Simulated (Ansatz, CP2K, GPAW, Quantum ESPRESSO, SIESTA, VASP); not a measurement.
**One calculation of CsSnI3, 6 ways**

```
Cs I Sn
1.0
     6.20570    0.00000    0.00000
     0.00000    6.20570    0.00000
     0.00000    0.00000    6.20570
Cs I Sn
1 3 1
Cartesian
  0.0000 0.0000 0.0000
  3.1029 3.1029 0.0000
  3.1029 0.0000 3.1029
  0.0000 3.1029 3.1029
  3.1029 3.1029 3.1029
```

The cell was measured well above room temperature.

Alike in all runs: task single point; functional PBEsol; k mesh 5 × 5 × 5; occupations fermi-dirac, width 0.05 eV; no spin polarisation; no spin-orbit coupling. Pressure is positive in compression and, in plane waves, holds the error of the finite cutoff.

| program and potentials | plane-wave cutoff (eV) | notes | pressure (GPa) |
| --- | --- | --- | --- |
| CP2K, POTENTIAL_UZH Cs GTH-PBE-q9, I GTH-PBE-q7, Sn GTH-PBE-q4; TZVP-MOLOPT-PBE-GTH basis | - | atomic basis; potentials made for PBE; 6.8 valence electrons an atom on average | 0.06 |
| SIESTA, files PseudoDojo sr-pbesol-0.4.1-standard, DZP (energy shift 0.003 Ry; two zetas on semicore shells; d shell added on Cs) | - | atomic basis; 8.8 valence electrons an atom on average | -0.54 |
| Ansatz, all-electron LAPW, scalar-relativistic | - | - | -0.69 |
| Quantum ESPRESSO, GBRV 1.5 PBEsol | 925 | 8.8 valence electrons an atom on average | -0.73 |
| GPAW, PAW data sets generated for this functional | 600 | 8.8 valence electrons an atom on average | -0.69 |
| VASP, PBE PAW files Cs_sv, I, Sn_d, 520 eV | 520 | potentials made for PBE; 8.8 valence electrons an atom on average | -0.69 |

The pressure spans -0.73 (Quantum ESPRESSO, GBRV 1.5 PBEsol) to 0.06 GPa (CP2K, POTENTIAL_UZH Cs GTH-PBE-q9, I GTH-PBE-q7, Sn GTH-PBE-q4; TZVP-MOLOPT-PBE-GTH basis), with all-electron results at -0.69. Rows in atomic bases carry the error of their basis and grid, which can be large.

Differences between rows come from potentials, basis sets and numerical settings, since the functional is the same but for its coding. Runs on potential files found faulty are left out.
